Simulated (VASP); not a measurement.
# SiC (F-43m) in VASP: band structure with PBE

Aim: the band structure of SiC with PBE.

All numbers are computed with VASP 6.6.1; they aren't measurements. Logs are shortened: lines on timing, memory, paths and dates and some standing lists are left out, and cuts for length are marked.

**What was measured.**

From “Insight into the structural, elastic and electronic properties of a new orthorhombic 6O-SiC polytype”, 2020, pmc:7200658, for a bulk crystal of SiC: band gap 2.4 eV (indirect).

How close the calculation comes is told below.

### Step 1. The crystal as given

The structure is cubic, space group F-43m (No. 216). The conventional cell has a = 4.358 Å, b = 4.358 Å, c = 4.358 Å, α = 90.00°, β = 90.00°, γ = 90.00°. Si (site symmetry -43m) is surrounded by 4 C at 1.89 Å. C (site symmetry -43m) is surrounded by 4 Si at 1.89 Å.

### Step 2. Band structure, PBE

Input file POSCAR:

```
SiC
1.0
    0.0000000000      2.1790000000      2.1790000000
    2.1790000000      0.0000000000      2.1790000000
    2.1790000000      2.1790000000      0.0000000000
Si C
1 1
Direct
    0.0000000000      0.0000000000      0.0000000000
    0.2500000000      0.2500000000      0.2500000000
```

Input file INCAR.step1:

```
SYSTEM = SiC
ALGO = Fast
EDIFF = 1E-6
ENCUT = 520
GGA = PE
ISIF = 2
ISMEAR = 0
LASPH = .TRUE.
LCHARG = .TRUE.
LREAL = .FALSE.
LWAVE = .FALSE.
NBANDS = 11
NELM = 100
PREC = Accurate
SIGMA = 0.02
```

Input file KPOINTS.step1:

```
k-points
0
G
  10 10 10
  0 0 0
```

Input file INCAR.step2:

```
SYSTEM = SiC
ALGO = Fast
EDIFF = 1E-6
ENCUT = 520
GGA = PE
ICHARG = 11
ISIF = 2
ISMEAR = 0
LASPH = .TRUE.
LCHARG = .FALSE.
LREAL = .FALSE.
LWAVE = .FALSE.
NBANDS = 11
NELM = 100
PREC = Accurate
SIGMA = 0.05
```

Input file KPOINTS.step2:

```
path GXWKGLUWLK,UX
10
line-mode
reciprocal
 0.0000000000  0.0000000000  0.0000000000  G
 0.5000000000  0.0000000000  0.5000000000  X

 0.5000000000  0.0000000000  0.5000000000  X
 0.5000000000  0.2500000000  0.7500000000  W

 0.5000000000  0.2500000000  0.7500000000  W
 0.3750000000  0.3750000000  0.7500000000  K

 0.3750000000  0.3750000000  0.7500000000  K
 0.0000000000  0.0000000000  0.0000000000  G

 0.0000000000  0.0000000000  0.0000000000  G
 0.5000000000  0.5000000000  0.5000000000  L

 0.5000000000  0.5000000000  0.5000000000  L
 0.6250000000  0.2500000000  0.6250000000  U

 0.6250000000  0.2500000000  0.6250000000  U
 0.5000000000  0.2500000000  0.7500000000  W

 0.5000000000  0.2500000000  0.7500000000  W
 0.5000000000  0.5000000000  0.5000000000  L

 0.5000000000  0.5000000000  0.5000000000  L
 0.3750000000  0.3750000000  0.7500000000  K

 0.6250000000  0.2500000000  0.6250000000  U
 0.5000000000  0.0000000000  0.5000000000  X
```

Potentials or basis: VASP PAW PBE potentials, release 64 (Si, C).

Command:

```console
$ cat potpaw_PBE.64/Si/POTCAR potpaw_PBE.64/C/POTCAR > POTCAR
$ cp INCAR.step1 INCAR
$ cp KPOINTS.step1 KPOINTS
$ mpirun -np 1 vasp_std > vasp.out
$ cp INCAR.step2 INCAR
$ cp KPOINTS.step2 KPOINTS
$ mpirun -np 1 vasp_std > vasp.out
```

OUTCAR:

```text
SYSTEM = SiC
   EDIFF = 1E-6
   ENCUT = 520
   GGA = PE
   ICHARG = 11
   ISIF = 2
   ISMEAR = 0
   LASPH = .TRUE.
   LREAL = .FALSE.
   NELM = 100
   PREC = Accurate

 ion  position               nearest neighbor table
   1  0.000  0.000  0.000-   2 1.89   2 1.89   2 1.89   2 1.89
   2  0.250  0.250  0.250-   1 1.89   1 1.89   1 1.89   1 1.89

  LATTYP: Found a face centered cubic cell.
 ALAT       =     4.3580000000

  Lattice vectors:

 A1 = (   0.0000000000,   2.1790000000,   2.1790000000)
 A2 = (   2.1790000000,   0.0000000000,   2.1790000000)
 A3 = (   2.1790000000,   2.1790000000,   0.0000000000)

Analysis of symmetry for initial positions (statically):
=====================================================================
 Subroutine PRICEL returns:
 Original cell was already a primitive cell.

 Routine SETGRP: Setting up the symmetry group for a
 face centered cubic supercell.

 Subroutine GETGRP returns: Found 24 space group operations
 (whereof 24 operations were pure point group operations)
 out of a pool of 48 trial point group operations.

The static configuration has the point symmetry T_d .

Analysis of symmetry for dynamics (positions and initial velocities):
=====================================================================
 Subroutine PRICEL returns:
 Original cell was already a primitive cell.

 Routine SETGRP: Setting up the symmetry group for a
 face centered cubic supercell.

 Subroutine GETGRP returns: Found 24 space group operations
 (whereof 24 operations were pure point group operations)
 out of a pool of 48 trial point group operations.

The dynamic configuration has the point symmetry T_d .

 Subroutine INISYM returns: Found 24 space group operations
 (whereof 24 operations are pure point group operations),
 and found     1 'primitive' translations

----------------------------------------------------------------------------------------

                                     Primitive cell

  volume of cell :      20.6920

  direct lattice vectors                    reciprocal lattice vectors
     0.000000000  2.179000000  2.179000000    -0.229463056  0.229463056  0.229463056
     2.179000000  0.000000000  2.179000000     0.229463056 -0.229463056  0.229463056
     2.179000000  2.179000000  0.000000000     0.229463056  0.229463056 -0.229463056

  length of vectors
     3.081571352  3.081571352  3.081571352     0.397441672  0.397441672  0.397441672

  position of ions in fractional coordinates (direct lattice)
     0.000000000  0.000000000  0.000000000
     0.250000000  0.250000000  0.250000000

  ion indices of the primitive-cell ions
   primitive index   ion index
                 1           1
                 2           2

----------------------------------------------------------------------------------------

 KPOINTS: path GXWKGLUWLK,UX

Interpolating k-points between supplied coordinates.

 Line segments in fractional coordinates (reciprocal lattice):
    0.000000  0.000000  0.000000  ...  0.500000  0.000000  0.500000
    0.500000  0.000000  0.500000  ...  0.500000  0.250000  0.750000
    0.500000  0.250000  0.750000  ...  0.375000  0.375000  0.750000
    0.375000  0.375000  0.750000  ...  0.000000  0.000000  0.000000
    0.000000  0.000000  0.000000  ...  0.500000  0.500000  0.500000
    0.500000  0.500000  0.500000  ...  0.625000  0.250000  0.625000
    0.625000  0.250000  0.625000  ...  0.500000  0.250000  0.750000
    0.500000  0.250000  0.750000  ...  0.500000  0.500000  0.500000
    0.500000  0.500000  0.500000  ...  0.375000  0.375000  0.750000
    0.625000  0.250000  0.625000  ...  0.500000  0.000000  0.500000

 Generated    10 points on each line segment, for a total of    100 k-points:

 Following reciprocal coordinates:
            Coordinates               Weight
  0.000000  0.000000  0.000000      0.010000
  0.055556  0.000000  0.055556      0.010000
  0.111111  0.000000  0.111111      0.010000
  0.166667  0.000000  0.166667      0.010000
  0.222222  0.000000  0.222222      0.010000
  0.277778  0.000000  0.277778      0.010000
[... 16 lines left out ...]
  0.472222  0.277778  0.750000      0.010000
  0.458333  0.291667  0.750000      0.010000
 [... further k-points ...]
   k-points           NKPTS =    100   k-points in BZ     NKDIM =    100   number of bands    NBANDS=     11
   number of dos      NEDOS =    301   number of ions     NIONS =      2
   total plane-waves  NPLWV =  13824
   dimension x,y,z NGX =    24 NGY =   24 NGZ =   24
   dimension x,y,z NGXF=    48 NGYF=   48 NGZF=   48
   ions per type =               1   1
   NGX,Y,Z   is equivalent  to a cutoff of  12.95, 12.95, 12.95 a.u.
   NGXF,Y,Z  is equivalent  to a cutoff of  25.90, 25.90, 25.90 a.u.
 SYSTEM =  SiC
   PREC   = accura    normal or accurate (medium, high low for compatibility)
   ISTART =      0    job   : 0-new  1-cont  2-samecut
   ICHARG =     11    charge: 1-file 2-atom 10-const
   ISPIN  =      1    spin polarized calculation?
   LNONCOLLINEAR =      F non collinear calculations
   LSORBIT =      F    spin-orbit coupling
   LASPH  =      T    aspherical Exc in radial PAW
   ENCUT  =  520.0 eV  38.22 Ry    6.18 a.u.   5.73  5.73  5.73*2*pi/ulx,y,z
   NELM   =    100;   NELMIN=  2; NELMDL=  0     # of ELM steps
   EDIFF  = 0.1E-05   stopping-criterion for ELM
   LREAL  =      F    real-space projection
   EDIFFG = 0.1E-04   stopping-criterion for IOM
   NSW    =      0    number of steps for IOM
   IBRION =     -1    ionic relax: 0-MD 1-quasi-New 2-CG
   NFREE  =      0    steps in history (QN), initial steepest desc. (CG)
   ISIF   =      2    stress and relaxation
   ISYM   =      2    0-nonsym 1-usesym 2-fastsym
   POTIM  = 0.5000    time-step for ionic-motion
   TEBEG  =    0.0;   TEEND  =   0.0 temperature during run
   PSTRESS=    0.0 pullay stress
   NELECT =       8.0000    total number of electrons
   NUPDOWN=      -1.0000    fix difference up-down
   EMIN   =  10.00;   EMAX   =-10.00  energy-range for DOS
   EFERMI =   0.00;   METHOD = LEGACY
   ISMEAR =     0;   SIGMA  =   0.05  broadening in eV -4-tet -1-fermi 0-gaus
   EFERMI_NEDOS =   21; number of points for ismear=-14 and -15
   IALGO  =     68    algorithm
   IMIX   =      4    mixing-type and parameters
     AMIX     =   0.40;   BMIX     =  1.00
     AMIX_MAG =   1.60;   BMIX_MAG =  1.00
  volume/ion in A,a.u.               =      10.35        69.82
  Fermi-wavevector in a.u.,A,eV,Ry     =   1.192626  2.253736 19.352338  1.422357
  Thomas-Fermi vector in A             =   2.328660
   LORBIT       =      0    0 simple, 1 ext, 2 COOP (PROOUT), +10 PAW based schemes
   GGA     = PE    functional components
   LHFCALC =     F    Hartree Fock is set to
   AEXX    =    0.0000 exact exchange contribution
   IVDW    =     0    specifies the selected vdW correction
   LEPSILON=     F    determine dielectric tensor
   LRPA    =     F    only Hartree local field effects (RPA)
 non-spin polarized calculation
 RMM-DIIS sequential band-by-band and
 Gauss-broadening in eV      SIGMA  =   0.05
  energy-cutoff  :      520.00
  volume of cell :       20.69
 maximum number of plane-waves:       569
 NGX is ok and might be reduce to    24

 number of electron       8.0000001 magnetization

 Free energy of the ion-electron system (eV)
  ---------------------------------------------------
  ext. energy  EPLUGINS =         0.00000000
  ---------------------------------------------------
  free energy    TOTEN  =       -15.49852996 eV

  energy without entropy =      -15.49852996  energy(sigma->0) =      -15.49852996

 E-fermi :   8.3286     XC(G=0): -11.3562

 val. band max:        8.1067928029   @ k =   0.0000   0.0000   0.0000
 cond. band min:       9.4639628340   @ k =   0.5000   0.0000   0.5000
 fundamental gap:      1.3571700311
 Fermi energy:         8.3285591089

 k-point     1 :       0.0000    0.0000    0.0000
  band No.  band energies     occupation
      1      -7.2963      2.00000
      2       8.1068      2.00000
      3       8.1068      2.00000
      4       8.1068      2.00000
      5      14.3408      0.00000
      6      15.4144      0.00000
      7      15.4144      0.00000
      8      15.4144      0.00000
      9      22.6135      0.00000
     10      22.6135      0.00000
     11      24.5880      0.00000

 k-point     2 :       0.0556    0.0000    0.0556
  band No.  band energies     occupation
      1      -7.2158      2.00000
      2       7.8532      2.00000
      3       7.9487      2.00000
      4       7.9487      2.00000
      5      14.5561      0.00000
      6      15.2119      0.00000
      7      15.6452      0.00000
      8      15.6452      0.00000
      9      21.5686      0.00000
     10      22.7044      0.00000
     11      24.8715      0.00000

 k-point     3 :       0.1111    0.0000    0.1111
  band No.  band energies     occupation
      1      -6.9750      2.00000
      2       7.1974      2.00000
      3       7.5378      2.00000
      4       7.5378      2.00000
      5      14.4681      0.00000
      6      15.2254      0.00000
      7      16.2696      0.00000
      8      16.2696      0.00000
      9      19.9424      0.00000
     10      22.9763      0.00000
     11      25.8082      0.00000

 k-point     4 :       0.1667    0.0000    0.1667
  band No.  band energies     occupation
      1      -6.5770      2.00000
      2       6.3122      2.00000
      3       6.9997      2.00000
      4       6.9997      2.00000
      5      13.6504      0.00000
      6      15.4503      0.00000
      7      17.1493      0.00000
      8      17.1493      0.00000
      9      18.9452      0.00000
     10      23.4269      0.00000
     11      26.8317      0.00000

 k-point     5 :       0.2222    0.0000    0.2222
  band No.  band energies     occupation
      1      -6.0276      2.00000
      2       5.3006      2.00000
      3       6.4405      2.00000
      4       6.4405      2.00000
      5      12.6730      0.00000
      6      14.8798      0.00000
      7      18.1617      0.00000
      8      18.1617      0.00000
      9      19.1919      0.00000
     10      24.0515      0.00000
     11      27.9333      0.00000
[... 211 lines left out ...]
 k-point    21 :       0.5000    0.2500    0.7500
  band No.  band energies     occupation
      1      -2.0482      2.00000
      2       1.0878      2.00000
      3       3.1200      2.00000
      4       3.4216      2.00000
      5      13.3147      0.00000
      6      17.5529      0.00000
      7      17.5686      0.00000
      8      17.8758      0.00000
      9      22.3432      0.00000
     10      25.5469      0.00000
     11      29.1736      0.00000

 k-point    22 :       0.4861    0.2639    0.7500
  band No.  band energies     occupation
      1      -2.0598      2.00000
      2       1.0786      2.00000
      3       3.0706      2.00000
      4       3.5177      2.00000
      5      13.2625      0.00000
      6      17.1890      0.00000
      7      17.6828      0.00000
      8      18.2018      0.00000
      9      22.3176      0.00000
     10      25.5209      0.00000
     11      29.1945      0.00000

 k-point    23 :       0.4722    0.2778    0.7500
  band No.  band energies     occupation
      1      -2.0885      2.00000
      2       1.0518      2.00000
      3       2.9717      2.00000
      4       3.7472      2.00000
      5      13.1009      0.00000
      6      16.8001      0.00000
      7      17.8652      0.00000
      8      18.6442      0.00000
      9      22.2389      0.00000
     10      25.4358      0.00000
     11      29.2588      0.00000

 k-point    24 :       0.4583    0.2917    0.7500
  band No.  band energies     occupation
      1      -2.1258      2.00000
      2       1.0130      2.00000
      3       2.8710      2.00000
      4       4.0434      2.00000
      5      12.8386      0.00000
      6      16.4952      0.00000
      7      18.1087      0.00000
      8      19.0956      0.00000
      9      22.1074      0.00000
     10      25.2883      0.00000
     11      29.3621      0.00000

 [... further k-points ...]
[... 5 lines left out ...]
  --------------------------------------------------------------------------------------
  -------------------------------------------------------------------------------------
  Total       -0.1054165     -0.1054165     -0.1054165      0.0000000      0.0000000     -0.0000000
  in kB       -8.1623938     -8.1623938     -8.1623938      0.0000000      0.0000000     -0.0000000
  external PRESSURE =      -8.1623938 kB  Pullay stress =       0.0000000 kB

 VOLUME and BASIS-vectors are now :
 -----------------------------------------------------------------------------
  energy-cutoff  :      520.00
  volume of cell :       20.69
      direct lattice vectors                 reciprocal lattice vectors
     0.000000000  2.179000000  2.179000000    -0.229463056  0.229463056  0.229463056
     2.179000000  0.000000000  2.179000000     0.229463056 -0.229463056  0.229463056
     2.179000000  2.179000000  0.000000000     0.229463056  0.229463056 -0.229463056

 POSITION                                       TOTAL-FORCE (eV/Angst)
 -----------------------------------------------------------------------------------
      0.00000      0.00000      0.00000        -0.000000     -0.000000     -0.000000
      1.08950      1.08950      1.08950         0.000000      0.000000      0.000000
 -----------------------------------------------------------------------------------
    total drift:                                0.000000      0.000000      0.000000

  FREE ENERGIE OF THE ION-ELECTRON SYSTEM (eV)
  ---------------------------------------------------
  free  energy   TOTEN  =       -15.4985299592 eV

  energy  without entropy=      -15.4985299591  energy(sigma->0) =      -15.49852996
```

Run time: 38 s. Hardware: 1 thread of AMD EPYC 7R43 (Zen 3), shared host; peak memory 0.11 GiB.

What came out:

| Property | Result |
| --- | --- |
| Band gap on the k mesh | 1.36 eV, indirect (least direct gap 4.54 eV) |
| Band gap along the path | 1.36 eV, indirect (least direct gap 4.54 eV) |

Levels at the corners of the path, in eV from the valence-band top:
```tsv
point	band 2	band 3	band 4	band 5	band 6	band 7
Γ	0.00	0.00	0.00	6.23	7.31	7.31
X	-7.79	-3.18	-3.18	1.36	4.32	14.04
X	-7.79	-3.18	-3.18	1.36	4.32	14.04
W	-7.02	-4.99	-4.69	5.21	9.45	9.46
W	-7.02	-4.99	-4.69	5.21	9.45	9.46
K	-7.27	-5.54	-2.59	3.11	7.77	11.85
K	-7.27	-5.54	-2.59	3.11	7.77	11.85
Γ	0.00	0.00	0.00	6.23	7.31	7.31
Γ	0.00	0.00	0.00	6.23	7.31	7.31
L	-8.53	-1.05	-1.05	5.43	7.23	7.23
L	-8.53	-1.05	-1.05	5.43	7.23	7.23
U	-7.27	-5.54	-2.59	3.11	7.77	11.85
U	-7.27	-5.54	-2.59	3.11	7.77	11.85
W	-7.02	-4.99	-4.69	5.21	9.45	9.46
W	-7.02	-4.99	-4.69	5.21	9.45	9.46
L	-8.53	-1.05	-1.05	5.43	7.23	7.23
L	-8.53	-1.05	-1.05	5.43	7.23	7.23
K	-7.27	-5.54	-2.59	3.11	7.77	11.85
U	-7.27	-5.54	-2.59	3.11	7.77	11.85
X	-7.79	-3.18	-3.18	1.36	4.32	14.04
```

Caveat: the log is that of the step along the path at fixed density, whose energy, stress, charges and moments have no meaning.

### Step 3. Against experiment

Step 2. Measured gap of SiC: 2.4 eV (indirect; quoted in “Insight into the structural, elastic and electronic properties of a new orthorhombic 6O-SiC polytype”, 2020, pmc:7200658). This calculation gives 1.36 eV (-1.04 eV). The value is that of PBE, without temperature or zero-point motion. Semilocal functionals fall short of measured gaps as a rule.
